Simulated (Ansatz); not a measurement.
Relaxing Si$_{2}$N

Level of theory: DFT PBEsol, scalar-relativistic, plane waves, PAW (Ansatz 0.2.0). (420 eV cutoff, 6×6×14 k-mesh, Gaussian smearing of 0.10 eV, no spin polarisation)

What was changed in Zr2N: Zr → Si on all its sites, cell and atoms relaxed.

Command:

```bash
ansatz run input.yaml --threads 2 --pin off --max-ram 5120MiB --backend cpu --events-out ev --progress --plain --runs-dir out
```

Input:

```yaml
crystal:
  lattice:
    - [6.3864928051, 0.0, 0.0]
    - [0.0, 6.3864928051, 0.0]
    - [0.0, 0.0, 2.5573134947]
  atoms:
    - { symbol: Si, position: [0.3504415203, 0.3504415203, 0.0] }
    - { symbol: Si, position: [0.6495584797, 0.6495584797, 0.0] }
    - { symbol: Si, position: [0.8504415203, 0.1495584797, 0.5] }
    - { symbol: Si, position: [0.1495584797, 0.8504415203, 0.5] }
    - { symbol: "N", position: [0.0, 0.0, 0.0] }
    - { symbol: "N", position: [0.5, 0.5, 0.5] }
basis:
  ecutwfc: 420
kpoints:
  mp_grid: { grid: [6, 6, 14] }
hamiltonian:
  xc: pbesol
scf:
  occupations: { method: gaussian, width: 0.1 }
output:
  forces: true
  stress: true
  eigenvalues: true
relax:
  adjacent_minimum: "off"
  f_tol: 0.01
  max_steps: 60
  cell: { stress_tol: 0.1 }
```

F is the free energy. Steps run on the plane waves of an earlier cell, but the last one, and at times one on the way, on a freshly chosen basis, so a repeated geometry can differ a little in energy.

Steps:

```json
{"step": "1", "F − F(1) (eV)": "0.0000", "largest force component (eV/Å)": "0.008", "V (Å³/atom)": "17.384", "P (GPa)": "-0.45"}
{"step": "2", "F − F(1) (eV)": "-0.0026", "largest force component (eV/Å)": "0.024", "V (Å³/atom)": "17.369", "P (GPa)": "-0.25"}
{"step": "3", "F − F(1) (eV)": "-0.0028", "largest force component (eV/Å)": "0.005", "V (Å³/atom)": "17.381", "P (GPa)": "-0.07"}
{"step": "4", "F − F(1) (eV)": "-0.0028", "largest force component (eV/Å)": "0.005", "V (Å³/atom)": "17.381", "P (GPa)": "-0.07"}
```

Relaxed structure:

```cif
data_structure
_symmetry_space_group_name_H-M 'P 1'
_symmetry_Int_Tables_number 1
_cell_length_a 6.4025
_cell_length_b 6.4025
_cell_length_c 2.5441
_cell_angle_alpha 90.000
_cell_angle_beta 90.000
_cell_angle_gamma 90.000
_cell_volume 104.29
loop_
_atom_site_label
_atom_site_type_symbol
_atom_site_fract_x
_atom_site_fract_y
_atom_site_fract_z
_atom_site_occupancy
Si1 Si 0.35050 0.35050 0.00000 1
Si2 Si 0.64950 0.64950 0.00000 1
Si3 Si 0.85050 0.14950 0.50000 1
Si4 Si 0.14950 0.85050 0.50000 1
N1 N 0.00000 0.00000 0.00000 1
N2 N 0.50000 0.50000 0.50000 1
```

Symmetry: P4_2/mnm, No. 136, tetragonal system. The conventional cell has a = 6.402 Å, b = 6.402 Å, c = 2.544 Å, α = 90.00°, β = 90.00°, γ = 90.00°. Si (site symmetry m2m) is surrounded by 2 N at 1.86 Å. Around N (site symmetry mmm) lie 4 Si at 1.86 Å.

The run converged. Time: 19 s on 2 threads of Intel(R) Xeon(R) Platinum 8488C (Sapphire Rapids) (shared host), peak memory 0.5 GiB.